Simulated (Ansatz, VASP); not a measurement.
**Pb: VASP beside Ansatz**

INCAR

```
ALGO = Normal
EDIFF = 1E-6
ENCUT = 520
GGA = PS
ISIF = 2
ISMEAR = -1
LASPH = T
LCHARG = F
LREAL = F
LWAVE = F
NBANDS = 13
NELM = 60
PREC = Accurate
SIGMA = 0.1
```

KPOINTS

```
k-points
0
Gamma
  18 18 18
```

The input POSCAR:

```
Pb
1.0
    0.0000000000      2.3959843075      2.3959843075
    2.3959843075      0.0000000000      2.3959843075
    2.3959843075      2.3959843075      0.0000000000
Pb
1
Direct
    0.0000000000      0.0000000000      0.0000000000
```

Input for Ansatz:

```yaml
crystal:
  lattice:
    - [0.0, 2.3959843075, 2.3959843075]
    - [2.3959843075, 0.0, 2.3959843075]
    - [2.3959843075, 2.3959843075, 0.0]
  atoms:
    - { symbol: Pb, position: [0.0, 0.0, 0.0] }
hamiltonian:
  xc: pbesol
  pseudopotentials:
    kind: paw
    azcp:
      Pb: "pseudopotentials/Pb.paw.azcp"
basis:
  ecutwfc: 420
  fft_grid_basis: typed
kpoints:
  mp_grid: { grid: [18, 18, 18], shift: [0, 0, 0] }
magnetization:
  spin_polarized: false
scf:
  occupations: { method: fermi_dirac, width: 0.1 }
output:
  stress: true
```

Alike in both runs: task single point; functional PBEsol; k mesh 18 × 18 × 18; occupations fermi-dirac, width 0.1 eV; no spin polarisation.

```csv
,VASP,Ansatz
version,VASP 6.6.1,Ansatz 0.2.0
potentials or method,"VASP PAW PBE potentials, release 64 (Pb_d)","plane waves (420 eV) with PAW, scalar-relativistic"
plane-wave cutoff (eV),520,420
valence electrons in the cell,14,14
```

```tsv
	VASP	Ansatz	Ansatz less VASP
pressure (GPa)	5.1	5.1	+0.08
```

Ansatz warned: «pseudo_functional_mismatch».

Caveats: the PAW data sets were made with another functional, which shifts forces and pressure a little (VASP). Spin-orbit coupling is left out, which matters for the levels of Pb.
